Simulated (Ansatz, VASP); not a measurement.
**One calculation of V, two programs**

```
CELL_PARAMETERS angstrom
-1.49859 1.49859 1.49859
1.49859 -1.49859 1.49859
1.49859 1.49859 -1.49859
ATOMIC_POSITIONS crystal
V 0.00000 0.00000 0.00000
```

Alike in both runs: functional PBE; k mesh 20 × 20 × 20; occupations gaussian, width 0.1 eV; no spin polarisation.

Ansatz relaxed the structure, and its values are those at the end. VASP's run is a single point on that final structure, the one shown.

```csv
,VASP,Ansatz
version,VASP 6.6.1,Ansatz 0.2.0
potentials or method,"VASP PAW PBE potentials, release 64 (V_sv)","scalar-relativistic, plane waves, PAW"
plane-wave cutoff (eV),520,420
valence electrons in the cell,13,13
```

```tsv
	VASP	Ansatz	Ansatz less VASP
gap on the k mesh at the Fermi level (eV)	none	none	-
pressure (GPa)	0.4	0.0	-0.39
```

A gap of «none» marks a metal or a gap that the smearing closes.
